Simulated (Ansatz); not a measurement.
Runs of Ansatz 0.2.0 on Co. It takes space group P-3m1 (No. 164, trigonal). The conventional cell has a = 2.487 Å, b = 2.487 Å, c = 4.063 Å, α = 90.00°, β = 90.00°, γ = 120.00°. Co (site symmetry 3m) has 12 Co at 2.42 to 2.55 Å as nearest neighbours.

```tsv
task	level	k mesh	cutoff (eV)	q mesh	points for each segment of the path	gap on the mesh (eV)	moment (μB)	V0 of scaled cells (Å³/atom)	B0 (GPa)
equation of state	r2SCAN	12 × 12 × 7	500	-	-	-	-	10.72	229
single point	PBEsol	12 × 12 × 7	420	-	-	none	3.26	-	-
phonons	PBEsol	10 × 10 × 6	420	2 × 2 × 2	8	none	(a)	-	-
equation of state	PBEsol	12 × 12 × 7	420	-	-	-	-	(b)	233
```

Alike in all rows: potentials or basis Ansatz PAW; spin collinear, ferromagnetic start; cell as given; smearing fermi-dirac 0.05 eV.

Problem. Estimate the missing entries.

Solution. (a) 3.32; (b) 10.42.

Caveats: the PAW data sets come from PBE, with cores solved anew for the run's functional, which leaves a small shift of forces and pressure; the cell was scaled at fixed shape and fractional positions, which overstates the stiffness of a crystal with free parameters, most of all of layers and chains (some runs); the magnetic or orbital state may not be the lowest (some runs).

A k mesh can miss the band edges.

A gap of «none» marks a metal or a gap under the smearing width.

Not every run made on this cell is shown here.
